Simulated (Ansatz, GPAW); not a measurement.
This is a calculation of Al for Ansatz 0.2.0. This isn't the form of Al at room conditions, which is fcc.

input.yaml

```yaml
crystal:
  lattice:
    - [2.8270770242, 0.0, 0.0]
    - [-1.4135385121, 2.4483205214, 0.0]
    - [0.0, 0.0, 9.18599307]
  atoms:
    - { symbol: Al, position: [0.6666666667, 0.3333333333, 0.75] }
    - { symbol: Al, position: [0.0, 0.0, 0.5] }
    - { symbol: Al, position: [0.3333333333, 0.6666666667, 0.25] }
    - { symbol: Al, position: [0.0, 0.0, 0.0] }
kpoints:
  mp_grid: { grid: [11, 11, 3] }
scf:
  occupations: { method: fermi_dirac, width: 0.05 }
hamiltonian:
  xc: pbesol
  pseudopotentials: { kind: all_electron, lapw: { basis_error: 0.001 } }
output:
  forces: true
  stress: true
  eigenvalues: true
  populations: true
```

Potentials or basis: all-electron LAPW, scalar-relativistic.

Command:

```bash
$ ansatz run input.yaml --threads 2 --pin off --max-ram 8192MiB --backend cpu --events-out ev --progress --plain --runs-dir out
```

What does the same run look like in GPAW 26.7.0 (ASE script)? Potentials or basis there: PAW data sets generated for this functional, cutoff 600 eV.

As run (cutoffs and basis follow the program's own potentials, and thresholds, step limits or extra output files can differ):

run.py

```python
from ase import Atoms
from ase.dft.bandgap import bandgap
from ase.io import write
from ase.units import GPa
from gpaw import GPAW, PW, setup_paths

setup_paths.insert(0, '.')

atoms = Atoms(['Al', 'Al', 'Al', 'Al'],
              cell=[[2.8270770242, 0.0, 0.0],
                    [-1.4135385121, 2.4483205214, 0.0],
                    [0.0, 0.0, 9.18599307]],
              scaled_positions=[[0.6666666667, 0.3333333333, 0.75],
                                [0.0, 0.0, 0.5],
                                [0.3333333333, 0.6666666667, 0.25],
                                [0.0, 0.0, 0.0]],
              pbc=True)

calc = GPAW(mode=PW(600),
            xc='PBEsol',
            kpts={'size': (11, 11, 3), 'gamma': True},
            occupations={'name': 'fermi-dirac', 'width': 0.05},
            nbands=16,
            convergence={'density': 1e-05, 'energy': 1e-05},
            maxiter=150,
            txt='gpaw.txt')
atoms.calc = calc
energy = atoms.get_potential_energy()
forces = atoms.get_forces()
stress = atoms.get_stress()
calc.write('gs.gpw')
write('result.traj', atoms)
print(f'Energy: {energy:.6f} eV')
print('Forces (eV/A):')
print(forces.round(4))
print('Stress (GPa):', (stress / GPa).round(3))
print('Fermi level:', round(calc.get_fermi_level(), 4), 'eV')
print(f'Gap: {bandgap(calc)[0]:.4f} eV, direct: {bandgap(calc, direct=True)[0]:.4f} eV')
```

Potentials or basis: PAW data sets generated in the run's folder for this functional, pw.

The run is started by

```bash
$ gpaw-setup -f PBEsol Al
$ OMP_NUM_THREADS=1 python run.py
```

Both were run:

|  | Ansatz | GPAW |
| --- | --- | --- |
| Pressure | 2.0 GPa | 2.1 GPa |

Where Ansatz's input types no cutoff or centring, it takes its own default and a Γ-centred mesh.

Pressure is positive in compression.
